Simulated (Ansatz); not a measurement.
# Rh (fcc type): how the settings move a single-point run

How sensitive is a single-point run of Rh (fcc type) to its settings? A reference run comes first, then one run with altered input.

Computed with Ansatz 0.2.0 (reference: DFT, PBE, PAW with Ansatz's default frozen-core files, scalar-relativistic, unless a step's input says otherwise).

2 further runs of the same task are left out: 1 that didn't finish, 1 set aside as unsound or not needed.

### 1 The starting structure

Symmetry: Fm-3m, No. 225, cubic system. Conventional cell: a = 3.830 Å, b = 3.830 Å, c = 3.830 Å, α = 90.00°, β = 90.00°, γ = 90.00°. Rh (site symmetry m-3m) has 12 Rh at 2.71 Å as nearest neighbours.

As a file:

```xyz
1
Lattice="0.0000 1.9150 1.9150 1.9150 0.0000 1.9150 1.9150 1.9150 0.0000" Properties=species:S:1:pos:R:3 pbc="T T T"
Rh    0.0000    0.0000    0.0000
```

### 2 The reference run

The input, input.yaml:

```yaml
crystal:
  lattice:
    - [0.0, 1.9149918957, 1.9149918957]
    - [1.9149918957, 0.0, 1.9149918957]
    - [1.9149918957, 1.9149918957, 0.0]
  atoms:
    - { symbol: Rh, position: [0.0, 0.0, 0.0] }
kpoints:
  mp_grid: { grid: [17, 17, 17] }
  band_path:
    path:
      - [0.0, 0.0, 0.0]
      - [0.5, 0.0, 0.5]
      - [0.625, 0.25, 0.625]
      - [0.375, 0.375, 0.75]
      - [0.0, 0.0, 0.0]
      - [0.5, 0.5, 0.5]
      - [0.5, 0.25, 0.75]
      - [0.5, 0.0, 0.5]
    npoints: 8
scf:
  occupations: { method: fermi_dirac, width: 0.05 }
hamiltonian:
  xc: pbe
  pseudopotentials: { kind: paw }
output:
  forces: true
  stress: true
  eigenvalues: true
  populations: true
  dos: { projected: true, de: 0.2, e_range: [-14, 8] }
```

Command:

```sh
$ ansatz run input.yaml --threads 1 --pin off --max-ram 2048MiB --backend cpu --events-out ev --progress --plain --runs-dir out
```

### 3 Variant: mixing.algorithm msr1, mixing.beta 0.05, dr2_threshold 1.0e-09, dispersion d3bjatm

Edit input.yaml of step 2 so:

```diff
@@ -22,2 +22,4 @@
   occupations: { method: fermi_dirac, width: 0.05 }
+  mixing: { algorithm: msr1, beta: 0.05 }
+  convergence: { dr2_threshold: 1.0e-09 }
 hamiltonian:
@@ -25,2 +27,3 @@
   pseudopotentials: { kind: paw }
+  dispersion: d3bjatm
 output:
@@ -30,2 +33,5 @@
   populations: true
-  dos: { projected: true, de: 0.2, e_range: [-14, 8] }
+  write_density: true
+  write_potential: true
+  elf: true
+  volumetric_format: npy
```

Before running it: what results should come out? Wanted: for each run, ending; energy change; pressure; gap; force.

As calculated:

```tsv
run	ending	energy change	pressure (GPa)	gap (eV)	force (eV/Å)	cycles	time
reference	converged	0	0.0	0.00	0.00	6	2.6 s
1: mixing.algorithm msr1, mixing.beta 0.05, dr2_threshold 1.0e-09, dispersion d3bjatm	converged	-557.3 meV/atom (offset of the dispersion model)	-5.8	0.00	0.00	8	3 s
```

Times don't compare one to one where runs were asked for different outputs or read a saved state (see the inputs); cycles may leave out searches for a lower state.

Residual by cycle in the longest SCF loop of each run; runs are numbered as in the table. The quantity is the density residual dr2, in eV.

```tsv
cycle	reference	run 1
1	3.8e-4	3.8e-4
2	7.1e-5	2.7e-4
3	1.4e-5	7.1e-5
4	2.6e-6	8.7e-6
5	1.7e-7	1.1e-7
6	9.1e-10	2.0e-8
7	-	1.9e-9
8	-	5.7e-10
```

What this shows: The energy moves by -557.3 meV/atom, nearly all of it the dispersion term itself (-557.3 meV/atom); that offset belongs to the model and is no gain or loss of stability; the pressure goes from 0.0 to -5.8 GPa.
